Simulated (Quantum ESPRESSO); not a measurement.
The system is Ag, a slab with vacuum.

```
CELL_PARAMETERS angstrom
2.93000 0.00000 0.00000
-1.46500 2.53745 0.00000
0.00000 0.00000 26.97500
ATOMIC_POSITIONS crystal
Ag 0.66667 0.33333 0.27804
Ag 0.33333 0.66667 0.36682
Ag 0.66667 0.33333 0.45561
Ag 0.33333 0.66667 0.54439
Ag 0.66667 0.33333 0.63318
Ag 0.33333 0.66667 0.72196
```

The slab is cut from a database's or a generator's crystal, which needn't be the stable form of the element.

A sound run:

| Quantity | Value |
| --- | --- |
| Program | Quantum ESPRESSO 7.5 |
| Task | work function |
| Functional | PBE |
| Potentials or basis | PseudoDojo 0.4.1 SR PBE standard |
| Cutoff | 1116 eV |
| Density cutoff | 4463 eV |
| k mesh | 10 × 10 × 1 |
| Occupations | fermi-dirac, width 0.05 eV |
| Spin | no spin polarisation |

It gives largest force 0.049 eV/Å; band gap on the k mesh none (metal or under the smearing width).

Task: What do these careless settings give instead: cutoff 558 eV in place of 1116 eV; density cutoff 2231 eV in place of 4463 eV?

Result: Largest force 0.142 eV/Å; band gap on the k mesh none (metal or under the smearing width). The run converged, but these numbers show the error of the settings and aren't properties of the slab.
